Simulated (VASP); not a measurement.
Input of a VASP 6.6.1 run:

The input run.py:

```python
from ase.calculators.vasp import Vasp
from ase.eos import EquationOfState
from ase.io import Trajectory
from ase.io import read
from ase.units import GPa

atoms = read('Cu.cif')
calc = Vasp(
    directory='calc',
    xc='scan',
    pp='PBE',
    setups='recommended',
    prec='Accurate',
    encut=520,
    ediff=1e-06,
    ismear=0,
    sigma=0.01,
    lreal=False,
    lasph=True,
    nelm=80,
    algo='Normal',
    isif=2,
    lwave=False,
    lcharg=False,
    lmixtau=True,
    ivdw=11,
    kpts=[13, 13, 13],
    gamma=True,
)
atoms.calc = calc
cell = atoms.cell.copy()
volumes, energies = [], []
traj = Trajectory('eos.traj', 'w')
for x in [0.94, 0.96, 0.98, 1.0, 1.02, 1.04, 1.06]:
    atoms.set_cell(cell * x ** (1 / 3), scale_atoms=True)
    volumes.append(atoms.get_volume())
    energies.append(atoms.get_potential_energy())
    traj.write(atoms)
    print(f'{x:5.2f} {volumes[-1]:12.5f} {energies[-1]:14.6f}')

v0, e0, B = EquationOfState(volumes, energies, eos='birchmurnaghan').fit()
print(f'V0 = {v0:.4f} A^3, E0 = {e0:.6f} eV, B = {B / GPa:.2f} GPa')
```

Contents of Cu.cif:

```cif
data_Cu
_cell_length_a 2.46107807
_cell_length_b 2.46107807
_cell_length_c 2.46107807
_cell_angle_alpha 108.21809554
_cell_angle_beta 108.21809554
_cell_angle_gamma 112.00763489
_space_group_name_H-M_alt 'P1'
_space_group_name_Hall 'P 1'
_space_group_IT_number 1
loop_
_space_group_symop_operation_xyz
'x,y,z'
loop_
_atom_site_label
_atom_site_type_symbol
_atom_site_symmetry_multiplicity
_atom_site_Wyckoff_symbol
_atom_site_fract_x
_atom_site_fract_y
_atom_site_fract_z
_atom_site_occupancy
Cu1 Cu 1 a 0.0000000000 0.0000000000 0.0000000000 1
```

Potentials or basis: VASP PAW PBE potentials, release 64 (Cu).

Launch:

```console
$ python run.py
```

(1) Predict the equilibrium volume.

(2) Estimate the bulk modulus at fixed shape and positions.

Answers

(1) 11.32 Å³/atom (rough: see the caveat).

(2) 158 GPa (rough).

Caveat: the fit is doubtful: noisy points or a state that changes with volume; the cell was scaled at fixed shape and fractional positions, which overstates the stiffness of a crystal with free parameters, most of all of layers and chains; the PAW data sets were made with another functional, which shifts forces and pressure a little.
